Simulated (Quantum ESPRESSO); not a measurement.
**ZrB2 under changes of volume**

One of the cells (10.249 Å³/atom); the others are scaled copies at fixed shape and fractional positions:

```
Zr B
1.0
     3.17000    0.00000    0.00000
    -1.58500    2.74530    0.00000
     0.00000    0.00000    3.53300
Zr B
1 2
Direct
  0.00000 0.00000 0.00000
  0.66667 0.33333 0.50000
  0.33333 0.66667 0.50000
```

* Program: Quantum ESPRESSO 7.5
* Functional: LDA
* Potentials or basis: PseudoDojo 0.4.1 SR LDA standard
* Cutoff: 1034 eV
* Density cutoff: 4136 eV
* k mesh: 10 × 10 × 8
* Occupations: fermi-dirac, width 0.05 eV
* Spin: no spin polarisation

```csv
volume (Å³/atom),energy over the lowest point (meV/atom),pressure (GPa)
9.634,5.56,7.2
9.839,0.00,1.4
10.044,1.54,-3.9
10.249,9.49,-8.6
10.454,23.25,-12.9
10.659,42.25,-16.8
10.864,?,?
```

**Question.** What does the run at 10.864 Å³/atom give?

**Answer.** Energy over the lowest point 65.99 meV/atom; pressure -20.4 GPa.

Worked out: A Birch-Murnaghan fit of order 3 (a polynomial in V^(-2/3)) to the other rows has its minimum at 9.89 Å³/atom with B0 = V·E''(V) = 260 GPa and B' = 3.9 at fixed shape and positions, which overstates the stiffness. It gives 66.00 meV/atom at 10.864 Å³/atom, against the run's 65.99, and -dE/dV = -20.3 GPa, against -20.4.

Energies are extrapolated to zero smearing.
